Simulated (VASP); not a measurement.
Data:

```
CoPt
1.0
    2.65824     0.00000     0.00000
    0.00000     2.65824     0.00000
    0.00000     0.00000     3.65404
Co Pt
1 1
Direct
  0.00000   0.00000   0.00000
  0.50000   0.50000   0.50000
```
Starting moments (μB, in the order of the record's atoms Co Pt): 1.8 0.4.

The numbers are results of PBEsol GGA, VASP's PBE PAW potentials (set 64) (plane waves; VASP 6.6.1), not measurements. Run with 400 eV cut-off, 15×15×11 Γ-centred mesh, tetrahedra with Blöchl corrections, potentials Co Pt.

Unless said otherwise, spin-orbit coupling is left out, though it shifts the bands of the heavy elements here.

### Question
What does the run give for the cell moment, energy per atom (σ→0), band gap (on the k-mesh) with the smallest direct gap where there is one?

### Answer

```json
{
 "band gap (on the k-mesh)": "none (metal, semimetal or under 0.01 eV)",
 "cell_moment": "2.19 μB",
 "energy per atom (σ→0)": "-7.425 eV/atom"
}
```

### Question
Give the moment on each site (PAW-sphere projection).

### Answer

```
site  moment (μB)
----  -----------
Co1          1.82
Pt2          0.38
```

Total energies compare only between runs with the same potentials, cut-off and functional.

The compound is CoPt in the L1_0 structure. It was relaxed first.
